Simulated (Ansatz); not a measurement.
## TiSe2 (P-3m1): electronic heat capacity and spin susceptibility from the density of states

Method: DFT PBE+D3(BJ), scalar-relativistic, plane waves, PAW (Ansatz).

Settings: cutoff 420 eV, Γ-centred mesh 15×15×8 on the computed 3-atom cell, Gaussian smearing of 0.10 eV; no spin polarisation.

Relaxed cell: P-3m1, a = 3.481 Å, b = 3.481 Å, c = 5.873 Å, α = 90.00°, β = 90.00°, γ = 120.00°, 3 atoms in the primitive cell.

The density of states at the Fermi level is 0.918 states/eV in the cell of 3 atoms (1 formula unit; both spins, tetrahedra on a 23×23×12 mesh).

Question: What Sommerfeld coefficient and Pauli susceptibility does this give?

Answer: Per formula unit N(E_F) = 0.918 states/eV. γ = (π²/3) k_B² N(E_F) N_A = 2.357 mJ/(mol K²) per state/eV, so γ = 2.2 mJ/(mol K²), a mole of formula units. χ_P = μ_B² N(E_F) N_A = 3.23×10⁻⁵ emu/mol per state/eV gives 3.0×10⁻⁵ emu/mol. This is the bare band result: a measured γ of the same phase is as a rule larger by a factor 1 + λ from phonons and spin fluctuations, the spin part of χ is larger by the Stoner factor, and a measured χ also holds orbital and core terms. N(E_F) at one energy is sensitive to the mesh where the density of states has sharp peaks.

A ferromagnetic start lost its moments in a first run, so spin was left out; other magnetic orders weren't tried.

Cost: 1 run of about 0.87 core-minutes, on Intel Xeon 6975P-C (Granite Rapids) (shared hosts).